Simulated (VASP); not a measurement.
The system is MnS.

```
Mn S
1.0
     0.00000    2.60450    2.60450
     2.60450    0.00000    2.60450
     2.60450    2.60450    0.00000
Mn S
1 1
Cartesian
  0.0000 0.0000 0.0000
  2.6045 2.6045 2.6045
```

```yaml
Program: VASP 6.6.1
Task: relaxation of cell and atoms
Functional: PBEsol
Potentials_or_basis: VASP PAW PBE potentials, release 64 (Mn_pv, S)
Cutoff: 600 eV
k_mesh: 8 × 8 × 8
Occupations: fermi-dirac, width 0.05 eV
Spin: collinear spin, ferromagnetic start
Starting_moments: "[4.0, 0.0] μB"
```

At the start: pressure -7.4 GPa; volume 17.67 Å³/atom.

**Question.** How do energy, volume and symmetry change on relaxing?

**Answer.** Over 15 steps the energy falls by 61.1 meV/atom and the volume is 14.95 Å³/atom (-15.4 %); space group Fm-3m (No. 225, to 0.05 Å); moment 4.03 μB per cell.

The path:
```tsv
step	energy change (eV)	largest force (eV/Å)	pressure (GPa)	volume (Å³)
1	0.0000	0.0000	-7.37	35.33
2	-0.1089	0.0000	-2.43	31.34
3	-0.1221	0.0000	0.32	29.78
4	-0.1222	0.0000	-0.20	29.95
5	-0.1222	0.0000	-0.23	29.95
6	-0.1222	0.0000	-0.25	29.94
7	-0.1222	0.0000	-0.19	29.94
8	-0.1222	0.0000	-0.19	29.94
9	-0.1222	0.0000	-0.19	29.94
10	-0.1222	0.0000	-0.17	29.94
11	-0.1222	0.0000	-0.13	29.94
12	-0.1222	0.0000	-0.20	29.94
13	-0.1222	0.0000	-0.21	29.93
14	-0.1222	0.0000	-0.20	29.92
15	-0.1222	0.0000	-0.03	29.89
```

Final structure:
```cif
data_structure
_symmetry_space_group_name_H-M 'P 1'
_symmetry_Int_Tables_number 1
_cell_length_a 3.4836
_cell_length_b 3.4836
_cell_length_c 3.4836
_cell_angle_alpha 60.000
_cell_angle_beta 60.000
_cell_angle_gamma 60.000
_cell_volume 29.89
loop_
_atom_site_label
_atom_site_type_symbol
_atom_site_fract_x
_atom_site_fract_y
_atom_site_fract_z
_atom_site_occupancy
Mn1 Mn 0.00000 0.00000 0.00000 1
S1 S 0.50000 0.50000 0.50000 1
```

Caveat: the volume moved by over 15 % at a fixed basis, so the end points are rough; the PAW data sets were made with another functional, which shifts forces and pressure a little; the volume moved by -15 % from the deposited cell, more than functionals usually miss; a cell with one magnetic atom can't hold antiferromagnetic order, which such compounds often take.
